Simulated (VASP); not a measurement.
## CO$_{2}$ (database structure), PBE single-point calculation: Ansatz's output and VASP's

```cif
data_structure
_symmetry_space_group_name_H-M 'P 1'
_symmetry_Int_Tables_number 1
_cell_length_a 4.1926
_cell_length_b 4.1926
_cell_length_c 4.6051
_cell_angle_alpha 90.000
_cell_angle_beta 90.000
_cell_angle_gamma 90.000
_cell_volume 80.95
loop_
_atom_site_label
_atom_site_type_symbol
_atom_site_fract_x
_atom_site_fract_y
_atom_site_fract_z
_atom_site_occupancy
C1 C 0.50000 0.50000 0.50000 1
C2 C 0.00000 0.00000 0.00000 1
O1 O 0.30427 0.69573 0.50000 1
O2 O 0.69573 0.30427 0.50000 1
O3 O 0.19573 0.19573 0.00000 1
O4 O 0.80427 0.80427 0.00000 1
```

Ansatz printed

```
SCF 1 converged in 6 iterations: F = -2769.654203 eV  dr2 = 2.91e-8
  greatest PAW one-centre occupation: 0.885 electrons in one spin orbital (limit 2), on the O atom at site 3 (counted from 0), in its partial waves of l = 0
NSCF: frozen V_eff on 6 k-points
SCF converged after 6 iterations
Free energy (F): -2769.654203 eV
Harris-Foulkes:  -2769.654203 eV  (|F-HF|=3.21e-8)
Internal energy: -2769.654203 eV  (E = F + TS)
E sigma→0 (E₀):  -2769.654203 eV
Fermi energy:    2.116279 eV
--- Per-component energies (eV) ---
  E_band       = -278.282904
  E_kinetic    = 873.499433
  E_local      = -2292.362468  (includes V_loc(G=0)·N_el)
  E_nonlocal   = 250.764755
  E_hartree    = 766.482042
  E_xc         = -383.594126
  E_vxc        = -484.850977  (∫ρ·V_xc dr)
  E_paw        = -832.360410  (= ΣΔE_a)
  E_vpaw       = -158.305021  (= ΣTr[D̂ρ^β])
  E_aug_tail   = 0.009855  (compensation charges beyond the density's cutoff)
  E_ewald      = -1152.093285
  E_smearing   = -0.000000  (= −TS)
  E_closure    = 0.000000  (closes the sum)
  Σ components = -2769.654203   (vs F -2769.654203, Δ=0.00e0)
--- Forces (eV/Å), atoms counted from 1 ---
  atom   1  C      0.00000000     0.00000000     0.00000000
  atom   2  C      0.00000000    -0.00000000     0.00000000
  atom   3  O     -0.54352037     0.54352037     0.00000000
  atom   4  O      0.54352037    -0.54352037     0.00000000
  atom   5  O      0.54352037     0.54352037     0.00000000
  atom   6  O     -0.54352037    -0.54352037     0.00000000
  max |Σ_I F_I| component: 0.00e0 eV/Å
--- Stress (GPa, compression-positive) ---
        6.061881       0.000000       0.000000
        0.000000       6.061881       0.000000
        0.000000       0.000000       2.560386
  P = ⅓ Tr σ = 4.8947 GPa (48.947 kbar)
--- Band table (eV; the first three rows and the last of 40) ---
  k-point 0: bands = ["-22.1265", "-21.7878", "-20.8941", "-20.8941", "-6.9605", "-6.5630", "-6.2151", "-5.6246", "-5.6246", "-4.8164", "-4.8164", "-4.7299", "-2.7264", "-1.8062", "-1.7442", "-1.7442", "5.4353", "6.2786", "6.7522", "6.7522", "7.9785"]
  k-point 1: bands = ["-22.1040", "-21.8106", "-20.8939", "-20.8939", "-7.0039", "-6.6324", "-6.0586", "-5.5841", "-5.5841", "-4.8713", "-4.8713", "-4.8014", "-2.6692", "-1.8731", "-1.7443", "-1.7443", "5.6288", "6.4374", "6.7894", "6.7894", "7.7889"]
  k-point 2: bands = ["-22.0424", "-21.8729", "-20.8932", "-20.8932", "-7.0281", "-6.7940", "-5.7169", "-5.4768", "-5.4768", "-5.0133", "-5.0065", "-5.0065", "-2.5099", "-2.0509", "-1.7431", "-1.7431", "6.1202", "6.8652", "6.8652", "6.9373", "7.3170"]
  k-point 39: bands = ["-21.8679", "-21.8679", "-20.9744", "-20.9744", "-7.0068", "-7.0068", "-5.8975", "-5.8975", "-5.5736", "-5.5736", "-5.0768", "-5.0768", "-1.7711", "-1.7711", "-1.2515", "-1.2515", "6.5159", "6.5159", "7.1888", "7.1888", "10.3217"]
```

Each program uses its own PAW datasets. VASP's cell holds 32 valence electrons and Ansatz's 32. Ansatz's stress includes a Pulay correction; VASP's doesn't.

Problem. What does VASP give for the same cell and level of theory?

Solution. gap between bands v and c 6.66 eV; least direct gap 7.16 eV; pressure 6.6 GPa; largest force 1.44 eV/Å.

From OUTCAR

```
k-points           NKPTS =     40   k-points in BZ     NKDIM =     40   number of bands    NBANDS=     25

   NELECT =      32.0000    total number of electrons

   dimension x,y,z NGX =    32 NGY =   32 NGZ =   36
   dimension x,y,z NGXF=    64 NGYF=   64 NGZF=   72

  energy-cutoff  :      520.00
  volume of cell :       80.95
      direct lattice vectors                 reciprocal lattice vectors
     4.192557603  0.000000000  0.000000000     0.238517892  0.000000000  0.000000000
     0.000000000  4.192557603  0.000000000     0.000000000  0.238517892  0.000000000
     0.000000000  0.000000000  4.605115616     0.000000000  0.000000000  0.217149814

 k-points in reciprocal lattice and weights: KPOINTS created by Atomic Simulation Env
   0.00000000  0.00000000  0.00000000       0.005
   0.16666667  0.00000000  0.00000000       0.019
   0.33333333  0.00000000  0.00000000       0.019
   0.50000000  0.00000000  0.00000000       0.009
   0.16666667  0.16666667  0.00000000       0.019
   0.33333333  0.16666667  0.00000000       0.037
   0.50000000  0.16666667  0.00000000       0.019
   0.33333333  0.33333333  0.00000000       0.019
   ...

 E-fermi :  -2.4346

 k-point     1 :       0.0000    0.0000    0.0000
  band No.  band energies     occupation
      1     -23.8980      2.00000
      2     -23.5659      2.00000
      3     -22.6508      2.00000
      4     -22.6508      2.00000
      5      -8.5283      2.00000
      6      -8.1378      2.00000
      7      -7.8874      2.00000
      8      -7.2404      2.00000
      9      -7.2404      2.00000
     10      -6.4603      2.00000
     11      -6.4603      2.00000
     12      -6.4072      2.00000
     13      -4.3936      2.00000
     14      -3.4752      2.00000
     15      -3.4132      2.00000
     16      -3.4132      2.00000
     17       3.7434      0.00000
     18       4.6033      0.00000
     19       5.0799      0.00000
     20       5.0799      0.00000
     21       6.3043      0.00000
     22       8.0059      0.00000
     23      10.6606      0.00000
     24      12.8062      0.00000
     25      13.0386      0.00000

 k-point     2 :       0.1667    0.0000    0.0000
  band No.  band energies     occupation
      1     -23.8684      2.00000
      2     -23.5777      2.00000
      3     -22.6613      2.00000
      4     -22.6581      2.00000
      5      -8.4769      2.00000
      6      -8.1893      2.00000
      7      -7.7972      2.00000
      8      -7.3546      2.00000
      9      -7.1802      2.00000
     10      -6.6181      2.00000
     11      -6.5149      2.00000
     12      -6.5079      2.00000
     13      -4.1944      2.00000
     14      -3.4171      2.00000
     15      -3.4134      2.00000
     16      -3.4124      2.00000
     17       4.0930      0.00000
     18       4.7042      0.00000
     19       5.1249      0.00000
     20       5.1261      0.00000
     21       6.1578      0.00000
     22       8.2372      0.00000
     23      10.1741      0.00000
     24      12.6517      0.00000
     25      12.9360      0.00000

 k-point     3 :       0.3333    0.0000    0.0000
  band No.  band energies     occupation
      1     -23.7910      2.00000
      2     -23.6191      2.00000
      3     -22.6802      2.00000
      4     -22.6745      2.00000
      5      -8.3604      2.00000
      6      -8.2646      2.00000
      7      -7.5442      2.00000
      8      -7.5272      2.00000
      9      -7.1914      2.00000
     10      -6.8297      2.00000
     11      -6.8037      2.00000
     12      -6.6113      2.00000
     13      -3.7949      2.00000
     14      -3.4205      2.00000
     15      -3.4128      2.00000
     16      -3.3549      2.00000
     17       4.9785      0.00000
     18       5.0260      0.00000
     19       5.2304      0.00000
     20       5.2853      0.00000
     21       5.7958      0.00000
     22       8.0370      0.00000
     23       9.7913      0.00000
     24      12.1631      0.00000
     25      12.3161      0.00000

 k-point     4 :       0.5000    0.0000    0.0000
  band No.  band energies     occupation
      1     -23.6961      2.00000
      2     -23.6961      2.00000
      3     -22.6863      2.00000
      4     -22.6863      2.00000
      5      -8.2946      2.00000
      6      -8.2946      2.00000
      7      -7.4603      2.00000
      8      -7.4603      2.00000
      9      -7.1832      2.00000
     10      -7.1832      2.00000
     11      -6.7406      2.00000
     12      -6.7406      2.00000
     13      -3.4723      2.00000
     14      -3.4723      2.00000
     15      -3.4171      2.00000
     16      -3.4171      2.00000
     17       5.2732      0.00000
     18       5.2732      0.00000
     19       5.3663      0.00000
     20       5.3663      0.00000
     21       6.5528      0.00000
     22       6.5528      0.00000
     23      10.8826      0.00000
     24      10.8826      0.00000
     25      12.2420      0.00000

 ...

  Total        4.4584900      4.4584900      1.1319886      0.0000000      0.0000000      0.0000000
  in kB       88.2469631     88.2469631     22.4054672      0.0000000      0.0000000      0.0000000
  external PRESSURE =      66.2997978 kB  Pullay stress =       0.0000000 kB

 POSITION                                       TOTAL-FORCE (eV/Angst)
 -----------------------------------------------------------------------------------
      2.09628      2.09628      2.30256         0.000000     -0.000000      0.000000
      0.00000      0.00000      0.00000         0.000000     -0.000000      0.000000
      1.27566      2.91690      2.30256        -1.018931      1.018931      0.000000
      2.91690      1.27566      2.30256         1.018931     -1.018931     -0.000000
      0.82062      0.82062      0.00000         1.018931      1.018931      0.000000
      3.37194      3.37194      0.00000        -1.018931     -1.018931     -0.000000
 -----------------------------------------------------------------------------------
    total drift:                                0.000000     -0.000000      0.000000

  FREE ENERGIE OF THE ION-ELECTRON SYSTEM (eV)
  ---------------------------------------------------
  free  energy   TOTEN  =       -45.9029124463 eV

  energy  without entropy=      -45.9029124463  energy(sigma->0) =      -45.90291245
```
